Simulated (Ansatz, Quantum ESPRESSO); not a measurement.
One calculation of CsPbCl3, 3 ways

```
Pb Cs Cl
1.0
     5.60500    0.00000    0.00000
     0.00000    5.60500    0.00000
     0.00000    0.00000    5.60500
Pb Cs Cl
1 1 3
Direct
  0.50000 0.50000 0.50000
  0.00000 0.00000 0.00000
  0.50000 0.00000 0.50000
  0.00000 0.50000 0.50000
  0.50000 0.50000 0.00000
```

Alike in all runs: task equation of state; functional PBEsol; k mesh 5 × 5 × 5; occupations fermi-dirac, width 0.05 eV; no spin polarisation; no spin-orbit coupling.

```csv
program and potentials,plane-wave cutoff (eV),notes,equilibrium volume (Å³/atom),bulk modulus (GPa)
"Ansatz, PseudoDojo PBEsol",850,-,?,?
"Ansatz, PseudoDojo PBEsol stringent",1197,-,35.38,24.9
"Quantum ESPRESSO, GBRV 1.5 PBEsol",612,-,35.33,25.0
```

Q: Estimate from the other rows what the run with Ansatz, PseudoDojo PBEsol gave.

A: Equilibrium volume 35.37 Å³/atom; bulk modulus 25.0 GPa. The other rows, which needn't bracket it: equilibrium volume 35.33 to 35.38; bulk modulus 24.9 to 25.0.
